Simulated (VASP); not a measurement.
## BiTe: single point with LDA

BiTe:

```xyz
2
Lattice="0.0000 3.2350 3.2350 3.2350 0.0000 3.2350 3.2350 3.2350 0.0000" Properties=species:S:1:pos:R:3 pbc="T T T"
Bi    0.0000    0.0000    0.0000
Te    3.2350    3.2350    3.2350
```

```
Program                : VASP 6.6.1
Task                   : single point
Functional             : LDA
Potentials or basis    : VASP PAW LDA potentials, release 64 (Bi_d, Te)
Cutoff                 : 520 eV
k mesh                 : 7 × 7 × 7
Occupations            : gaussian, width 0.02 eV
Spin                   : no spin polarisation
Further INCAR settings : ALGO = Fast; EDIFF = 1e-07; NBANDS = 18
```

* Pressure: -2.5 GPa
* Band gap on the k mesh: none (metal or under the smearing width)

Levels at points of the mesh, in eV from the Fermi level:
```csv
k point,band 6,band 7,band 8,band 9,band 10,band 11,band 12,band 13,band 14,band 15
"(0.00, 0.00, 0.00)",-13.54,-8.18,-2.54,-2.54,-2.54,2.10,2.10,2.10,4.67,4.67
```

Run time: 30 s on 1 thread of Intel(R) Xeon(R) Platinum 8488C (Sapphire Rapids), with other jobs on the host, peak memory 0.17 GiB.

Caveat: spin-orbit coupling is left out, which moves the levels of the heavy elements.
